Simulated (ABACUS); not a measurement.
Crystal: SiC (Moissanite 6H).

```xyz
12
Lattice="3.0950 0.0000 0.0000 -1.5475 2.6803 0.0000 0.0000 0.0000 15.1700" Properties=species:S:1:pos:R:3 pbc="T T T"
Si    1.5475    0.8934    6.9524
Si    0.0000    1.7869   14.5374
Si    1.5475    0.8934   12.0101
Si    0.0000    1.7869    4.4251
Si    0.0000    0.0000    9.4812
Si    0.0000    0.0000    1.8962
C     1.5475    0.8934    5.0562
C     0.0000    1.7869   12.6412
C     1.5475    0.8934   10.1138
C     0.0000    1.7869    2.5288
C     0.0000    0.0000    7.5850
C     0.0000    0.0000    0.0000
```

Base run:

```yaml
Program: ABACUS 3.10.1
Functional: PBE
Dispersion: D3(BJ)+ABC
Potentials_or_basis: PseudoDojo NC SR 0.4.1 PBE standard
Cutoff: 1361 eV
Density_cutoff: 5442 eV
Basis: DZP LCAO (the cutoffs set its grid)
k_mesh: 10 × 10 × 2
Occupations: fermi-dirac, width 0.05 eV
Spin: no spin polarisation
```

Its results: band gap on the k mesh 2.03 eV, indirect (least direct gap 3.15 eV); pressure 0.2 GPa; largest force 0.143 eV/Å.

After a change of settings the same cell gave: band gap on the k mesh 2.03 eV, indirect (least direct gap 3.15 eV); pressure 4.2 GPa; largest force 0.143 eV/Å. Which change was it?
A. dispersion from D3(BJ)+ABC to D3
B. dispersion from D3(BJ)+ABC to D2
C. dispersion from D3(BJ)+ABC to none
D. dispersion from D3(BJ)+ABC to D3(BJ)

C.

Dispersion adds attraction, which lowers the pressure at fixed volume and, as a term added to the energy, leaves the levels alone.

Caveats: the atomic orbitals were generated for these runs and aren't a published set; the basis of atomic orbitals isn't converged, which shifts pressures, moduli and gaps.
